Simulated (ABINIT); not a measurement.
Runs of ABINIT 10.8.3 (patched build) on Pt. Symmetry: Fm-3m, No. 225, cubic system. Conventional cell: a = 3.922 Å, b = 3.922 Å, c = 3.922 Å, α = 90.00°, β = 90.00°, γ = 90.00°. Pt (site symmetry m-3m) is surrounded by 12 Pt at 2.77 Å. 

```tsv
task	level	potentials or basis	cell	cutoff (eV)	fine-grid cutoff	gap on the mesh (eV)	pressure (GPa)	V0 of scaled cells (Å³/atom)	B0 (GPa)
single point	PBEsol	PseudoDojo NC SR PBEsol v0.4.1 standard	as given	1143	-	none	-1.2	-	-
equation of state	r2SCAN	JTH PAW PBE v2.0	as given	517	1034.03 eV	-	-	15.42	277
equation of state	PBEsol	PseudoDojo NC SR PBEsol v0.4.1 standard	as given	1143	-	-	-	(b)	(a)
single point	PBEsol	PseudoDojo NC SR PBEsol v0.4.1 standard	cell strained at random at fixed volume	1143	-	none	-1.1	-	-
```

Alike in all rows: no spin polarisation; k mesh 12 × 12 × 12; smearing fermi-dirac 0.05 eV.

Q: Estimate the missing entries.

A: (a) 287; (b) 15.02.

Caveats: pressures at fixed basis lie under the slope of the energies (some runs); the PAW data sets were made with another functional, which shifts forces and pressure a little (some runs).

A k mesh can miss the band edges, and the runs leave out spin-orbit coupling on Pt.

A gap of «none» marks a metal or a gap under the smearing width.
